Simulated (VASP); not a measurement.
# InAs (F-43m) in VASP: a series of runs

Runs on InAs. Level: PBE+D3(BJ). Tasks: relaxation of the atoms.

Program: VASP 6.6.1. These are calculated values, not measurements. Logs are shortened: lines on timing, memory, paths and dates and some standing lists are left out, and cuts for length are marked.

**Experimental background.**

From a printed reference work, data compilation, for a bulk crystal of InAs at 4.2 K: band gap 0.418 eV (direct).

How close the calculation comes is told below.

**1. The structure**

Symmetry: F-43m, No. 216, cubic system. Conventional cell: a = 6.114 Å, b = 6.114 Å, c = 6.114 Å, α = 90.00°, β = 90.00°, γ = 90.00°. Around In (site symmetry -43m) lie 4 As at 2.65 Å. As (site symmetry -43m) is surrounded by 4 In at 2.65 Å.

**2. Relaxation of the atoms, PBE+D3(BJ) (a relaxed cell with its volume scaled by 0.98)**

File INCAR:

```
SYSTEM = InAs
PREC     = Accurate       ! precision mode
ENCUT    = 600            ! plane-wave cutoff, eV
EDIFF    = 1E-7           ! SCF threshold, eV
ISMEAR   = 0              ! smearing method
SIGMA    = 0.03           ! smearing width, eV
LREAL    = .FALSE.        ! projectors in reciprocal space
LASPH    = .TRUE.         ! aspherical terms in the spheres
NELM     = 80             ! most SCF steps
ALGO     = Normal         ! electronic algorithm
ISIF     = 2              ! what is computed and relaxed
LWAVE    = .FALSE.        ! write WAVECAR
LCHARG   = .FALSE.        ! write CHGCAR
GGA      = PE             ! functional
IVDW     = 12             ! dispersion correction
IBRION   = 2              ! ionic algorithm
NSW      = 40             ! ionic steps
EDIFFG   = -0.01          ! ionic threshold
```

File KPOINTS:

```
regular mesh
0
G
  10 10 10
  0 0 0
```

File POSCAR:

```
InAs                                    
1.0
    0.0000000000      3.0362503749      3.0362503749
    3.0362503749      0.0000000000      3.0362503749
    3.0362503749      3.0362503749      0.0000000000
  In              As            
     1     1
Direct
     0.0000000000000000    0.0000000000000000    0.0000000000000000
     0.2500000000000000    0.2500000000000000    0.2500000000000000
```

Potentials or basis: VASP PAW PBE potentials, release 64 (In_d, As).

The run is started by

```
$ cat potpaw_PBE.64/In_d/POTCAR potpaw_PBE.64/As/POTCAR > POTCAR
$ mpirun -np 1 vasp_std > vasp.out
```

OUTCAR:

```text
SYSTEM = InAs
   PREC = Accurate
   ENCUT = 600
   EDIFF = 1E-7
   ISMEAR = 0
   LREAL = .FALSE.
   LASPH = .TRUE.
   NELM = 80
   ISIF = 2
   GGA = PE
   IVDW = 12
   IBRION = 2
   NSW = 40
   EDIFFG = -0.01
 IVDW          = 12

 ion  position               nearest neighbor table
   1  0.000  0.000  0.000-   2 2.63   2 2.63   2 2.63   2 2.63
   2  0.250  0.250  0.250-   1 2.63   1 2.63   1 2.63   1 2.63

  LATTYP: Found a face centered cubic cell.
 ALAT       =     6.0725007498

  Lattice vectors:

 A1 = (   0.0000000000,   3.0362503749,   3.0362503749)
 A2 = (   3.0362503749,   0.0000000000,   3.0362503749)
 A3 = (   3.0362503749,   3.0362503749,   0.0000000000)

Analysis of symmetry for initial positions (statically):
=====================================================================
 Subroutine PRICEL returns:
 Original cell was already a primitive cell.

 Routine SETGRP: Setting up the symmetry group for a
 face centered cubic supercell.

 Subroutine GETGRP returns: Found 24 space group operations
 (whereof 24 operations were pure point group operations)
 out of a pool of 48 trial point group operations.

The static configuration has the point symmetry T_d .

Analysis of symmetry for dynamics (positions and initial velocities):
=====================================================================
 Subroutine PRICEL returns:
 Original cell was already a primitive cell.

 Routine SETGRP: Setting up the symmetry group for a
 face centered cubic supercell.

 Subroutine GETGRP returns: Found 24 space group operations
 (whereof 24 operations were pure point group operations)
 out of a pool of 48 trial point group operations.

The dynamic configuration has the point symmetry T_d .

 Subroutine INISYM returns: Found 24 space group operations
 (whereof 24 operations are pure point group operations),
 and found     1 'primitive' translations

----------------------------------------------------------------------------------------

                                     Primitive cell

  volume of cell :      55.9813

  direct lattice vectors                    reciprocal lattice vectors
     0.000000000  3.036250375  3.036250375    -0.164676801  0.164676801  0.164676801
     3.036250375  0.000000000  3.036250375     0.164676801 -0.164676801  0.164676801
     3.036250375  3.036250375  0.000000000     0.164676801  0.164676801 -0.164676801

  length of vectors
     4.293906459  4.293906459  4.293906459     0.285228587  0.285228587  0.285228587

  position of ions in fractional coordinates (direct lattice)
     0.000000000  0.000000000  0.000000000
     0.250000000  0.250000000  0.250000000

  ion indices of the primitive-cell ions
   primitive index   ion index
                 1           1
                 2           2

----------------------------------------------------------------------------------------

 KPOINTS: regular mesh

Automatic generation of k-mesh.
 Grid dimensions read from file:
 generate k-points for:   10   10   10

 Generating k-lattice:

  Cartesian coordinates                     Fractional coordinates (reciprocal lattice)
    -0.016467680  0.016467680  0.016467680     0.100000000  0.000000000  0.000000000
     0.016467680 -0.016467680  0.016467680     0.000000000  0.100000000  0.000000000
     0.016467680  0.016467680 -0.016467680     0.000000000  0.000000000  0.100000000

  Length of vectors
     0.028522859  0.028522859  0.028522859

  Shift w.r.t. Gamma in fractional coordinates (k-lattice)
     0.000000000  0.000000000  0.000000000

 Subroutine IBZKPT returns following result:
 ===========================================

 Found     47 irreducible k-points:

 Following reciprocal coordinates:
            Coordinates               Weight
  0.000000  0.000000  0.000000      1.000000
  0.100000  0.000000  0.000000      8.000000
  0.200000  0.000000  0.000000      8.000000
  0.300000  0.000000  0.000000      8.000000
  0.400000  0.000000  0.000000      8.000000
  0.500000  0.000000  0.000000      4.000000
[... 16 lines left out ...]
  0.300000  0.300000  0.000000      6.000000
  0.400000  0.300000  0.000000     24.000000
 [... further k-points ...]
   k-points           NKPTS =     47   k-points in BZ     NKDIM =     47   number of bands    NBANDS=     13
   number of dos      NEDOS =    301   number of ions     NIONS =      2
   total plane-waves  NPLWV =  46656
   dimension x,y,z NGX =    36 NGY =   36 NGZ =   36
   dimension x,y,z NGXF=    72 NGYF=   72 NGZF=   72
   ions per type =               1   1
   NGX,Y,Z   is equivalent  to a cutoff of  13.94, 13.94, 13.94 a.u.
   NGXF,Y,Z  is equivalent  to a cutoff of  27.88, 27.88, 27.88 a.u.
 SYSTEM =  InAs
   PREC   = accura    normal or accurate (medium, high low for compatibility)
   ISTART =      0    job   : 0-new  1-cont  2-samecut
   ICHARG =      2    charge: 1-file 2-atom 10-const
   ISPIN  =      1    spin polarized calculation?
   LNONCOLLINEAR =      F non collinear calculations
   LSORBIT =      F    spin-orbit coupling
   LASPH  =      T    aspherical Exc in radial PAW
   ENCUT  =  600.0 eV  44.10 Ry    6.64 a.u.   8.58  8.58  8.58*2*pi/ulx,y,z
   NELM   =     80;   NELMIN=  2; NELMDL= -5     # of ELM steps
   EDIFF  = 0.1E-06   stopping-criterion for ELM
   LREAL  =      F    real-space projection
   EDIFFG = -.1E-01   stopping-criterion for IOM
   NSW    =     40    number of steps for IOM
   IBRION =      2    ionic relax: 0-MD 1-quasi-New 2-CG
   NFREE  =      1    steps in history (QN), initial steepest desc. (CG)
   ISIF   =      2    stress and relaxation
   ISYM   =      2    0-nonsym 1-usesym 2-fastsym
   POTIM  = 0.5000    time-step for ionic-motion
   TEBEG  =    0.0;   TEEND  =   0.0 temperature during run
   PSTRESS=    0.0 pullay stress
   NELECT =      18.0000    total number of electrons
   NUPDOWN=      -1.0000    fix difference up-down
   EMIN   =  10.00;   EMAX   =-10.00  energy-range for DOS
   EFERMI =   0.00;   METHOD = LEGACY
   ISMEAR =     0;   SIGMA  =   0.03  broadening in eV -4-tet -1-fermi 0-gaus
   EFERMI_NEDOS =   21; number of points for ismear=-14 and -15
   IALGO  =     38    algorithm
   IMIX   =      4    mixing-type and parameters
     AMIX     =   0.40;   BMIX     =  1.00
     AMIX_MAG =   1.60;   BMIX_MAG =  1.00
  volume/ion in A,a.u.               =      27.99       188.89
  Fermi-wavevector in a.u.,A,eV,Ry     =   1.121549  2.119419 17.114377  1.257871
  Thomas-Fermi vector in A             =   2.258203
   LORBIT       =      0    0 simple, 1 ext, 2 COOP (PROOUT), +10 PAW based schemes
   GGA     = PE    functional components
   LHFCALC =     F    Hartree Fock is set to
   AEXX    =    0.0000 exact exchange contribution
   IVDW    =    12    specifies the selected vdW correction
   LEPSILON=     F    determine dielectric tensor
   LRPA    =     F    only Hartree local field effects (RPA)
 conjugate gradient relaxation of ions
 non-spin polarized calculation
 Gauss-broadening in eV      SIGMA  =   0.03
  energy-cutoff  :      600.00
  volume of cell :       55.98
 maximum number of plane-waves:      1893
 NGX is ok and might be reduce to    36
   NGX = 17   NGY = 17   NGZ = 17

 number of electron      18.0000004 magnetization

 Free energy of the ion-electron system (eV)
  ---------------------------------------------------
  ext. energy  EPLUGINS =         0.00000000
  ---------------------------------------------------
  free energy    TOTEN  =        -7.68795337 eV

  energy without entropy =       -7.68790709  energy(sigma->0) =       -7.68793023

 E-fermi :   4.3894     XC(G=0):  -9.0377

 val. band max:        4.3802726653   @ k =   0.0000   0.0000   0.0000
 cond. band min:       5.2903551977   @ k =   0.1000   0.0000   0.0000
 fundamental gap:      0.9100825324
 Fermi energy:         4.3894097036

 k-point     1 :       0.0000    0.0000    0.0000
  band No.  band energies     occupation
      1      -9.9856      2.00000
      2      -9.9856      2.00000
      3      -9.9856      2.00000
      4      -9.8649      2.00000
      5      -9.8649      2.00000
      6      -7.4000      2.00000
      7       4.1203      2.00000
      8       4.3803      1.33333
      9       4.3803      1.33333
     10       4.3803      1.33333
     11       8.2826      0.00000
     12       8.2826      0.00000
     13       8.2826      0.00000

 k-point     2 :       0.1000    0.0000    0.0000
  band No.  band energies     occupation
      1      -9.9980      2.00000
      2      -9.9819      2.00000
      3      -9.9819      2.00000
      4      -9.8650      2.00000
      5      -9.8650      2.00000
      6      -7.2983      2.00000
      7       2.8538      2.00000
      8       4.2547      2.00000
      9       4.2547      2.00000
     10       5.2904      0.00000
     11       8.3427      0.00000
     12       8.4685      0.00000
     13       8.4685      0.00000

 k-point     3 :       0.2000    0.0000    0.0000
  band No.  band energies     occupation
      1     -10.0291      2.00000
      2      -9.9729      2.00000
      3      -9.9729      2.00000
      4      -9.8646      2.00000
      5      -9.8646      2.00000
      6      -7.0097      2.00000
      7       1.3989      2.00000
      8       3.9719      2.00000
      9       3.9719      2.00000
     10       5.6263      0.00000
     11       8.8428      0.00000
     12       8.8428      0.00000
     13       8.9616      0.00000
[... 305 lines left out ...]
 k-point    23 :       0.3000    0.3000    0.0000
  band No.  band energies     occupation
      1     -10.1073      2.00000
      2      -9.9354      2.00000
      3      -9.9354      2.00000
      4      -9.8874      2.00000
      5      -9.8506      2.00000
      6      -6.3183      2.00000
      7       0.0700      2.00000
      8       2.6796      2.00000
      9       2.6796      2.00000
     10       6.3806      0.00000
     11       7.0777      0.00000
     12      11.3061      0.00000
     13      11.3064      0.00000

 k-point    24 :       0.4000    0.3000    0.0000
  band No.  band energies     occupation
      1     -10.1268      2.00000
      2      -9.9283      2.00000
      3      -9.9260      2.00000
      4      -9.8900      2.00000
      5      -9.8484      2.00000
      6      -5.9779      2.00000
      7      -0.5597      2.00000
      8       2.2240      2.00000
      9       2.4850      2.00000
     10       6.4291      0.00000
     11       7.1569      0.00000
     12      10.9840      0.00000
     13      11.7187      0.00000

 [... further k-points ...]

------------------------ aborting loop because EDIFF is reached ----------------------------------------

 Edisp (eV)   -0.63732

 E8    (eV) :    -0.2954

  FORCE on cell =-STRESS in cart. coord.  units (eV):
  Direction    XX          YY          ZZ          XY          YZ          ZX
  --------------------------------------------------------------------------------------
  -------------------------------------------------------------------------------------
  Total       0.40458     0.40458     0.40458     0.00000    -0.00000    -0.00000
  in kB      11.57913    11.57913    11.57913     0.00000    -0.00000    -0.00000
  external pressure =       11.58 kB  Pullay stress =        0.00 kB

 VOLUME and BASIS-vectors are now :
 -----------------------------------------------------------------------------
  energy-cutoff  :      600.00
  volume of cell :       55.98
      direct lattice vectors                 reciprocal lattice vectors
     0.000000000  3.036250375  3.036250375    -0.164676801  0.164676801  0.164676801
     3.036250375  0.000000000  3.036250375     0.164676801 -0.164676801  0.164676801
     3.036250375  3.036250375  0.000000000     0.164676801  0.164676801 -0.164676801

 POSITION                                       TOTAL-FORCE (eV/Angst)
 -----------------------------------------------------------------------------------
      0.00000      0.00000      0.00000         0.000000      0.000000      0.000000
      1.51813      1.51813      1.51813        -0.000000     -0.000000     -0.000000
 -----------------------------------------------------------------------------------
    total drift:                               -0.000000     -0.000000     -0.000000

  FREE ENERGIE OF THE ION-ELECTRON SYSTEM (eV)
  ---------------------------------------------------
  free  energy   TOTEN  =        -8.3252707847 eV

  energy  without entropy=       -8.3252245060  energy(sigma->0) =       -8.32524765

 reached required accuracy - stopping structural energy minimisation
```

It took 38 s on 1 thread of Intel Xeon Platinum 8375C at 2.90GHz (Ice Lake), shared host; peak memory 0.24 GiB.

Results:

```yaml
Free_energy: -8.3253 eV
Pressure_after_relaxing: 1.2 GPa
Band_gap_on_the_k_mesh: none (metal or under the smearing width)
Dispersion_energy_per_atom: -0.319 eV
```

Final structure:
```yaml
crystal:
  lattice:
    - [0.00000, 3.03625, 3.03625]
    - [3.03625, 0.00000, 3.03625]
    - [3.03625, 3.03625, 0.00000]
  atoms:
    - { symbol: In, position: [0.00000, 0.00000, 0.00000] }
    - { symbol: As, position: [0.25000, 0.25000, 0.25000] }
```

Caveat: the relaxation stopped at its first step, so nothing moved; pairwise dispersion overbinds metals, which lowers pressure and volume.

**3. Relaxation of the atoms, PBE+D3(BJ)**

INCAR is that of step 2.

KPOINTS is that of step 2.

File POSCAR:

```
InAs                                    
1.0
    0.0000000000      3.0567662025      3.0567662025
    3.0567662025      0.0000000000      3.0567662025
    3.0567662025      3.0567662025      0.0000000000
  In              As            
     1     1
Direct
     0.0000000000000000    0.0000000000000000    0.0000000000000000
     0.2500000000000000    0.2500000000000000    0.2500000000000000
```

Potentials or basis: VASP PAW PBE potentials, release 64 (In_d, As).

The run is started by

```
$ cat potpaw_PBE.64/In_d/POTCAR potpaw_PBE.64/As/POTCAR > POTCAR
$ mpirun -np 1 vasp_std > vasp.out
```

Wall time 37 s (1 thread of Intel Xeon Platinum 8375C at 2.90GHz (Ice Lake), shared host); peak memory 0.24 GiB.

Results (log left out):

| Quantity | Value |
| --- | --- |
| Free energy | -8.3294 eV |
| Pressure after relaxing | 0.0 GPa |
| Band gap on the k mesh | none (metal or under the smearing width) |
| Dispersion energy per atom | -0.312 eV |

Final structure:
```
CELL_PARAMETERS angstrom
0.00000 3.05677 3.05677
3.05677 0.00000 3.05677
3.05677 3.05677 0.00000
ATOMIC_POSITIONS crystal
In 0.00000 0.00000 0.00000
As 0.25000 0.25000 0.25000
```

Levels at points of the mesh, in eV from the Fermi level:
| k point | band 5 | band 6 | band 7 | band 8 | band 9 | band 10 | band 11 | band 12 | band 13 |
| --- | --- | --- | --- | --- | --- | --- | --- | --- | --- |
| (0.00, 0.00, 0.00) | -14.22 | -11.66 | -0.37 | -0.01 | -0.01 | -0.01 | 3.88 | 3.88 | 3.88 |
| (0.50, 0.00, 0.00) | -14.22 | -10.29 | -5.61 | -0.95 | -0.95 | 0.88 | 4.65 | 4.65 | 6.80 |
| (0.50, 0.50, 0.00) | -14.20 | -9.79 | -5.71 | -2.22 | -2.22 | 1.59 | 2.05 | 8.97 | 9.04 |

Caveat: the relaxation stopped at its first step, so nothing moved; pairwise dispersion overbinds metals, which lowers pressure and volume; this crystal is a semiconductor, whose small gap the functional closes, so the metal is an error of the method.

**4. Against experiment**

Step 3. A measured gap of InAs is 0.418 eV (direct; 4.2 K; a printed reference work, data compilation); the calculated 0.00 eV misses it by -0.42 eV. Spin-orbit coupling on As, In is left out. The value is that of PBE+D3(BJ) on a finite k mesh, which can miss the band edges, without temperature or zero-point motion. Semilocal functionals fall short of measured gaps as a rule.
